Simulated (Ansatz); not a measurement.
# ScAl3: energy along a strain

ScAl3, Pm-3m, a = 4.086 Å. The structure is a Materials Project entry; whether it is the stable form wasn't checked. Ansatz: r2SCAN, PAW, 500 eV, Γ-centred 12×12×12 mesh on 4 atoms, Gaussian smearing 0.15 eV; no spin polarisation. Cell vectors (Å): 4.086 0.000 0.000; 0.000 4.086 0.000; 0.000 0.000 4.086. The cell is strained by x per cent times the pattern (0 0 0 1 0 0) in the order xx yy zz yz xz xy (engineering shears), with fractional coordinates held. y is the free energy over the start, V0 = 17.049 Å³/atom. Symmetry makes y even in x. Points with a strain past 8.5 % were computed too (2) and aren't used here.

```
x (%) y (meV/atom)
-5.00         10.95
 0.00          0.00
 2.50          2.72
 6.25             ?
 7.50         24.73
```

Task: Fit y = c2 x² + c4 x⁴ to the other rows, get the stiffness along the pattern, and predict the missing energy.

Result: Least squares on the rows shown. y = 0.43639 x² + 5.7975×10⁻⁵ x⁴. The clamped-ion stiffness p·C·p = 2 × 4.364 eV × 160.2 / 17.049 Å³ = 82 GPa, which is C44 in these axes. At x = 6.25 the fit asked for gives 17.13 meV/atom. The run gave 17.15 meV/atom, so the fit is 0.02 meV/atom too low, a small miss on the scale of the series.

Cost: 7 runs of about 8 core-minutes in all, on Intel Xeon Processor @ 2.50GHz (Skylake/Cascade Lake) (shared hosts).